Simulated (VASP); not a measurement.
# CoO (I4/mmm) in VASP: a series of runs

Runs on CoO. Level: PBE0(alpha). Tasks: single point.

Program: VASP 6.6.1. These are calculated values, not measurements. Logs are shortened: lines on timing, memory, paths and dates and some standing lists are left out, and cuts for length are marked.

## 1. Starting point

Symmetry: I4/mmm, No. 139, tetragonal system. Conventional cell: a = 3.016 Å, b = 3.016 Å, c = 4.215 Å, α = 90.00°, β = 90.00°, γ = 90.00°. Around Co (site symmetry 4/mmm) lie 6 O at 2.11 to 2.13 Å. O (site symmetry 4/mmm) is surrounded by 6 Co at 2.11 to 2.13 Å.

## 2. Single point, PBE0(alpha), collinear spin, ferromagnetic start

Contents of POSCAR:

```
CoO
1.0
   -1.5080004400      1.5080004400      2.1072503600
    1.5080004400     -1.5080004400      2.1072503600
    1.5080004400      1.5080004400     -2.1072503600
Co O
1 1
Direct
    0.0000000000      0.0000000000      0.0000000000
    0.5000000000      0.5000000000      0.0000000000
```

Contents of INCAR.step1:

```
SYSTEM = CoO
ALGO = Normal
EDIFF = 1E-5
ENCUT = 520
GGA = PE
ISIF = 2
ISMEAR = -1
ISPIN = 2
LASPH = .True.
LCHARG = .False.
LMAXMIX = 4
LORBIT = 11
LREAL = .False.
LWAVE = .True.
MAGMOM = 2 0
NELM = 150
PREC = Accurate
SIGMA = 0.05
```

Contents of INCAR.step2:

```
SYSTEM = CoO
AEXX = 0.05
ALGO = Normal
EDIFF = 1E-6
ENCUT = 520
GGA = PE
HFRCUT = -1
ISIF = 2
ISMEAR = -1
ISPIN = 2
ISTART = 1
LASPH = .True.
LCHARG = .False.
LHFCALC = .True.
LMAXMIX = 4
LORBIT = 11
LREAL = .False.
LWAVE = .False.
MAGMOM = 2 0
NELM = 150
PREC = Accurate
PRECFOCK = Fast
SIGMA = 0.05
```

Contents of KPOINTS:

```
k-points
0
Gamma
  6 6 6
  0 0 0
```

Potentials or basis: VASP PAW PBE potentials, release 64 (Co, O).

Run with:

```sh
$ cat potpaw_PBE.64/Co/POTCAR potpaw_PBE.64/O/POTCAR > POTCAR
$ cp INCAR.step1 INCAR
$ mpirun -np 1 vasp_std > vasp.out
$ cp INCAR.step2 INCAR
$ mpirun -np 1 vasp_std > vasp.out
```

OUTCAR:

```text
SYSTEM = CoO
   AEXX = 0.05
   EDIFF = 1E-6
   ENCUT = 520
   GGA = PE
   ISIF = 2
   ISMEAR = -1
   ISPIN = 2
   ISTART = 1
   LASPH = .True.
   LHFCALC = .True.
   LORBIT = 11
   LREAL = .False.
   NELM = 150
   PREC = Accurate
   PRECFOCK = Fast

 ion  position               nearest neighbor table
   1  0.000  0.000  0.000-   2 2.11   2 2.11   2 2.13   2 2.13   2 2.13   2 2.13
   2  0.500  0.500  0.000-   1 2.11   1 2.11   1 2.13   1 2.13   1 2.13   1 2.13

  LATTYP: Found a body centered tetragonal cell.
 ALAT       =     3.0160008800
 C/A-ratio  =     1.3973804676

  Lattice vectors:

 A1 = (  -1.5080004400,   1.5080004400,   2.1072503600)
 A2 = (   1.5080004400,  -1.5080004400,   2.1072503600)
 A3 = (   1.5080004400,   1.5080004400,  -2.1072503600)

Analysis of symmetry for initial positions (statically):
=====================================================================
 Subroutine PRICEL returns:
 Original cell was already a primitive cell.

 Routine SETGRP: Setting up the symmetry group for a
 body centered tetragonal supercell.

 Subroutine GETGRP returns: Found 16 space group operations
 (whereof 16 operations were pure point group operations)
 out of a pool of 16 trial point group operations.

The static configuration has the point symmetry D_4h.

Analysis of symmetry for dynamics (positions and initial velocities):
=====================================================================
 Subroutine PRICEL returns:
 Original cell was already a primitive cell.

 Routine SETGRP: Setting up the symmetry group for a
 body centered tetragonal supercell.

 Subroutine GETGRP returns: Found 16 space group operations
 (whereof 16 operations were pure point group operations)
 out of a pool of 16 trial point group operations.

The dynamic configuration has the point symmetry D_4h.

Analysis of structural, dynamic, and magnetic symmetry:
=====================================================================
 Subroutine PRICEL returns:
 Original cell was already a primitive cell.

 Routine SETGRP: Setting up the symmetry group for a
 body centered tetragonal supercell.

 Subroutine GETGRP returns: Found 16 space group operations
 (whereof 16 operations were pure point group operations)
 out of a pool of 16 trial point group operations.

The overall configuration has the point symmetry D_4h.

 Subroutine INISYM returns: Found 16 space group operations
 (whereof 16 operations are pure point group operations),
 and found     1 'primitive' translations

----------------------------------------------------------------------------------------

                                     Primitive cell

  volume of cell :      19.1681

  direct lattice vectors                    reciprocal lattice vectors
    -1.508000440  1.508000440  2.107250360     0.000000000  0.331564890  0.237276030
     1.508000440 -1.508000440  2.107250360     0.331564890  0.000000000  0.237276030
[... 147 lines left out ...]
 Fermi energy:         7.9265532098

 spin component 1

 k-point     1 :       0.0000    0.0000    0.0000
  band No.  band energies     occupation
      1     -12.8113      1.00000
      2       3.7922      1.00000
      3       3.9451      1.00000
      4       3.9451      1.00000
      5       4.1748      1.00000
      6       4.5327      1.00000
      7       4.6771      1.00000
      8       4.6771      1.00000
      9       4.8282      1.00000
     10       9.2437      0.00000
     11      25.1402      0.00000
     12      26.3264      0.00000
[... 333 lines left out ...]
      1     -11.9638      1.00000
      2       0.5822      1.00000
      3       2.2448      1.00000
      4       2.5465      1.00000
      5       4.5839      1.00000
      6       4.6629      1.00000
      7       5.1722      1.00000
      8       6.0496      1.00000
      9       6.4817      1.00000
     10      13.4271      0.00000
     11      19.4686      0.00000
     12      21.2702      0.00000

 [... further k-points ...]

 spin component 2

 k-point     1 :       0.0000    0.0000    0.0000
  band No.  band energies     occupation
      1     -12.2571      1.00000
      2       5.2433      1.00000
      3       5.3298      1.00000
      4       5.3298      1.00000
      5       6.3527      1.00000
      6       6.7486      1.00000
      7       6.7489      1.00000
      8       8.1901      0.00511
      9       8.7970      0.00000
     10       9.8149      0.00000
     11      25.0009      0.00000
     12      26.9771      0.00000
[... 333 lines left out ...]
      1     -11.3696      1.00000
      2       1.5600      1.00000
      3       3.5333      1.00000
      4       3.9573      1.00000
      5       6.3212      1.00000
      6       8.0378      0.09760
      7       8.0902      0.03649
      8       9.7413      0.00000
      9       9.8397      0.00000
     10      14.2700      0.00000
     11      20.0110      0.00000
     12      21.9189      0.00000

 [... further k-points ...]

------------------------ aborting loop because EDIFF is reached ----------------------------------------

  FORCE on cell =-STRESS in cart. coord.  units (eV):
  Direction    XX          YY          ZZ          XY          YZ          ZX
  --------------------------------------------------------------------------------------
  -------------------------------------------------------------------------------------
  Total        0.2490247      0.2490247     -0.6457837      0.0000000      0.0000000      0.0000000
  in kB       20.8148797     20.8148797    -53.9782232      0.0000000      0.0000000      0.0000000
  external PRESSURE =      -4.1161546 kB  Pullay stress =       0.0000000 kB

 VOLUME and BASIS-vectors are now :
 -----------------------------------------------------------------------------
  energy-cutoff  :      520.00
  volume of cell :       19.17
      direct lattice vectors                 reciprocal lattice vectors
    -1.508000440  1.508000440  2.107250360     0.000000000  0.331564890  0.237276030
     1.508000440 -1.508000440  2.107250360     0.331564890  0.000000000  0.237276030
     1.508000440  1.508000440 -2.107250360     0.331564890  0.331564890  0.000000000

 POSITION                                       TOTAL-FORCE (eV/Angst)
 -----------------------------------------------------------------------------------
      0.00000      0.00000      0.00000         0.000000     -0.000000      0.000000
      0.00000      0.00000      2.10725        -0.000000      0.000000     -0.000000
 -----------------------------------------------------------------------------------
    total drift:                               -0.000000      0.000000     -0.000000

  FREE ENERGIE OF THE ION-ELECTRON SYSTEM (eV)
  ---------------------------------------------------
  free  energy   TOTEN  =       -14.3226704183 eV

  energy  without entropy=      -14.3126195517  energy(sigma->0) =      -14.31764499

 total charge

# of ion       s       p       d       tot
------------------------------------------
    1        0.296   0.366   7.124   7.786
    2        1.554   3.449   0.000   5.002
--------------------------------------------------
tot          1.850   3.815   7.124  12.789

 magnetization (x)

# of ion       s       p       d       tot
------------------------------------------
    1        0.019   0.016   2.612   2.647
    2        0.029   0.278   0.000   0.307
--------------------------------------------------
tot          0.048   0.294   2.612   2.954
```

Run time: 16 min. Hardware: 1 thread of Intel Xeon 6975P-C (Granite Rapids), shared host; peak memory 0.16 GiB.

What came out:

```
Free energy                                           : -14.3227 eV
Pressure                                              : -0.4 GPa
Band gap on the k mesh                                : none (metal or under the smearing width)
Net moment                                            : 3.00 μB per cell
Site moments                                          : Co +2.65; O +0.31 μB
Valence electrons inside the program's atomic spheres : Co 7.79; O 5.00
```

Stress tensor (GPa, compression positive):
```
 2.08  0.00  0.00
 0.00  2.08  0.00
 0.00  0.00 -5.40
```

Caveat: the k mesh is coarse (spacing up to 0.49 Å⁻¹), so the values aren't converged, least of all with exact exchange; the PAW data sets were made with another functional, which shifts forces and pressure a little; a cell with one magnetic atom can't hold antiferromagnetic order, which such compounds often take.

## 3. Single point, PBE0(alpha), collinear spin, ferromagnetic start

POSCAR is that of step 2.

INCAR.step1 is that of step 2.

INCAR.step2, as its differences from that of step 2:

```diff
@@ -1,3 +1,3 @@
 SYSTEM = CoO
-AEXX = 0.05
+AEXX = 0.1
 ALGO = Normal
```

KPOINTS is that of step 2.

Potentials or basis: VASP PAW PBE potentials, release 64 (Co, O).

Run with:

```sh
$ cat potpaw_PBE.64/Co/POTCAR potpaw_PBE.64/O/POTCAR > POTCAR
$ cp INCAR.step1 INCAR
$ mpirun -np 1 vasp_std > vasp.out
$ cp INCAR.step2 INCAR
$ mpirun -np 1 vasp_std > vasp.out
```

OUTCAR:

```text
SYSTEM = CoO
   AEXX = 0.1
   EDIFF = 1E-6
   ENCUT = 520
   GGA = PE
   ISIF = 2
   ISMEAR = -1
   ISPIN = 2
   ISTART = 1
   LASPH = .True.
   LHFCALC = .True.
   LORBIT = 11
   LREAL = .False.
   NELM = 150
   PREC = Accurate
   PRECFOCK = Fast

 ion  position               nearest neighbor table
   1  0.000  0.000  0.000-   2 2.11   2 2.11   2 2.13   2 2.13   2 2.13   2 2.13
   2  0.500  0.500  0.000-   1 2.11   1 2.11   1 2.13   1 2.13   1 2.13   1 2.13

  LATTYP: Found a body centered tetragonal cell.
 ALAT       =     3.0160008800
 C/A-ratio  =     1.3973804676

  Lattice vectors:

 A1 = (  -1.5080004400,   1.5080004400,   2.1072503600)
 A2 = (   1.5080004400,  -1.5080004400,   2.1072503600)
 A3 = (   1.5080004400,   1.5080004400,  -2.1072503600)

Analysis of symmetry for initial positions (statically):
=====================================================================
 Subroutine PRICEL returns:
 Original cell was already a primitive cell.

 Routine SETGRP: Setting up the symmetry group for a
 body centered tetragonal supercell.

 Subroutine GETGRP returns: Found 16 space group operations
 (whereof 16 operations were pure point group operations)
 out of a pool of 16 trial point group operations.

The static configuration has the point symmetry D_4h.

Analysis of symmetry for dynamics (positions and initial velocities):
=====================================================================
 Subroutine PRICEL returns:
 Original cell was already a primitive cell.

 Routine SETGRP: Setting up the symmetry group for a
 body centered tetragonal supercell.

 Subroutine GETGRP returns: Found 16 space group operations
 (whereof 16 operations were pure point group operations)
 out of a pool of 16 trial point group operations.

The dynamic configuration has the point symmetry D_4h.

Analysis of structural, dynamic, and magnetic symmetry:
[... 190 lines left out ...]
     12      26.5513      0.00000
[... 333 lines left out ...]
      1     -12.5486      1.00000
      2       0.1270      1.00000
      3       1.7656      1.00000
      4       2.0452      1.00000
      5       3.9084      1.00000
      6       4.0391      1.00000
      7       4.5998      1.00000
      8       5.5863      1.00000
      9       6.0203      1.00000
     10      13.6502      0.00000
     11      19.7026      0.00000
     12      21.5039      0.00000

 [... further k-points ...]

 spin component 2

 k-point     1 :       0.0000    0.0000    0.0000
  band No.  band energies     occupation
      1     -12.8435      1.00000
      2       5.0345      1.00000
      3       5.0990      1.00000
      4       5.0990      1.00000
      5       5.8013      1.00000
      6       6.5819      1.00000
      7       6.5822      1.00000
      8       8.6006      0.00000
      9       9.2538      0.00000
     10       9.9918      0.00000
     11      25.1895      0.00000
     12      27.2626      0.00000
[... 333 lines left out ...]
      1     -11.9394      1.00000
      2       1.2520      1.00000
      3       3.2542      1.00000
      4       3.7063      1.00000
      5       5.8215      1.00000
      6       8.1106      0.02633
      7       8.1518      0.01171
      8      10.1997      0.00000
      9      10.2388      0.00000
     10      14.5647      0.00000
     11      20.2352      0.00000
     12      22.1577      0.00000

 [... further k-points ...]

------------------------ aborting loop because EDIFF is reached ----------------------------------------

  FORCE on cell =-STRESS in cart. coord.  units (eV):
  Direction    XX          YY          ZZ          XY          YZ          ZX
  --------------------------------------------------------------------------------------
  -------------------------------------------------------------------------------------
  Total        0.0637484      0.0637484     -0.7839546      0.0000000      0.0000000      0.0000000
  in kB        5.3284485      5.3284485    -65.5273273      0.0000000      0.0000000      0.0000000
  external PRESSURE =     -18.2901434 kB  Pullay stress =       0.0000000 kB

 VOLUME and BASIS-vectors are now :
 -----------------------------------------------------------------------------
  energy-cutoff  :      520.00
  volume of cell :       19.17
      direct lattice vectors                 reciprocal lattice vectors
    -1.508000440  1.508000440  2.107250360     0.000000000  0.331564890  0.237276030
     1.508000440 -1.508000440  2.107250360     0.331564890  0.000000000  0.237276030
     1.508000440  1.508000440 -2.107250360     0.331564890  0.331564890  0.000000000

 POSITION                                       TOTAL-FORCE (eV/Angst)
 -----------------------------------------------------------------------------------
      0.00000      0.00000      0.00000         0.000000      0.000000      0.000000
      0.00000      0.00000      2.10725        -0.000000     -0.000000     -0.000000
 -----------------------------------------------------------------------------------
    total drift:                                0.000000     -0.000000     -0.000000

  FREE ENERGIE OF THE ION-ELECTRON SYSTEM (eV)
  ---------------------------------------------------
  free  energy   TOTEN  =       -15.6505946187 eV

  energy  without entropy=      -15.6463942631  energy(sigma->0) =      -15.64849444

 total charge

# of ion       s       p       d       tot
------------------------------------------
    1        0.295   0.368   7.110   7.774
    2        1.553   3.462   0.000   5.015
--------------------------------------------------
tot          1.848   3.831   7.110  12.789

 magnetization (x)

# of ion       s       p       d       tot
------------------------------------------
    1        0.017   0.014   2.642   2.673
    2        0.029   0.262   0.000   0.291
--------------------------------------------------
tot          0.045   0.276   2.642   2.964
```

OUTCAR.step1:

```text
SYSTEM = CoO
   EDIFF = 1E-5
   ENCUT = 520
   GGA = PE
   ISIF = 2
   ISMEAR = -1
   ISPIN = 2
   LASPH = .True.
   LORBIT = 11
   LREAL = .False.
   NELM = 150
   PREC = Accurate

 ion  position               nearest neighbor table
[... 970 lines left out ...]

# of ion       s       p       d       tot
------------------------------------------
    1        0.295   0.360   7.162   7.816
    2        1.557   3.420   0.000   4.978
--------------------------------------------------
tot          1.852   3.780   7.162  12.794

 magnetization (x)

# of ion       s       p       d       tot
------------------------------------------
    1        0.021   0.018   2.412   2.451
    2        0.028   0.222   0.000   0.250
--------------------------------------------------
tot          0.049   0.240   2.412   2.701
```

Run time: 16 min. Hardware: 1 thread of Intel Xeon 6975P-C (Granite Rapids), shared host; peak memory 0.16 GiB.

What came out:

```
Free energy                                           : -15.6506 eV
Pressure                                              : -1.8 GPa
Band gap on the k mesh                                : none (metal or under the smearing width)
Net moment                                            : 3.00 μB per cell
Site moments                                          : Co +2.67; O +0.29 μB
Valence electrons inside the program's atomic spheres : Co 7.77; O 5.01
```

Stress tensor (GPa, compression positive):
```
 0.53  0.00  0.00
 0.00  0.53  0.00
 0.00  0.00 -6.55
```

Levels at points of the mesh, in eV from the Fermi level:
Spin up:
| k point | band 5 | band 6 | band 7 | band 8 | band 9 | band 10 | band 11 | band 12 |
| --- | --- | --- | --- | --- | --- | --- | --- | --- |
| (0.00, 0.00, 0.00) | -4.44 | -3.71 | -3.68 | -3.52 | -3.52 | 1.49 | 17.44 | 18.62 |
| (0.50, 0.00, 0.00) | -3.90 | -3.59 | -2.72 | -0.76 | -0.64 | 5.55 | 10.18 | 13.96 |
| (0.50, 0.50, 0.00) | -4.75 | -4.46 | -3.67 | -3.62 | -2.73 | 6.44 | 10.58 | 12.03 |
| (0.50, 0.50, 0.50) | -4.61 | -4.07 | -3.96 | -3.68 | -3.68 | 6.49 | 10.65 | 12.20 |
Spin down:
| k point | band 2 | band 3 | band 4 | band 5 | band 6 | band 7 | band 8 | band 9 | band 10 | band 11 |
| --- | --- | --- | --- | --- | --- | --- | --- | --- | --- | --- |
| (0.00, 0.00, 0.00) | -2.90 | -2.83 | -2.83 | -2.13 | -1.35 | -1.35 | 0.67 | 1.32 | 2.06 | 17.26 |
| (0.50, 0.00, 0.00) | -8.24 | -5.10 | -4.92 | -1.05 | 0.08 | 0.42 | 3.57 | 4.02 | 5.81 | 11.04 |
| (0.50, 0.50, 0.00) | -6.96 | -4.27 | -4.14 | -2.60 | -0.96 | 0.56 | 1.29 | 2.30 | 7.33 | 11.05 |
| (0.50, 0.50, 0.50) | -6.98 | -4.24 | -4.24 | -3.25 | 0.55 | 0.55 | 1.74 | 1.91 | 7.36 | 11.20 |

Caveat: the k mesh is coarse (spacing up to 0.49 Å⁻¹), so the values aren't converged, least of all with exact exchange; the PAW data sets were made with another functional, which shifts forces and pressure a little; a cell with one magnetic atom can't hold antiferromagnetic order, which such compounds often take.
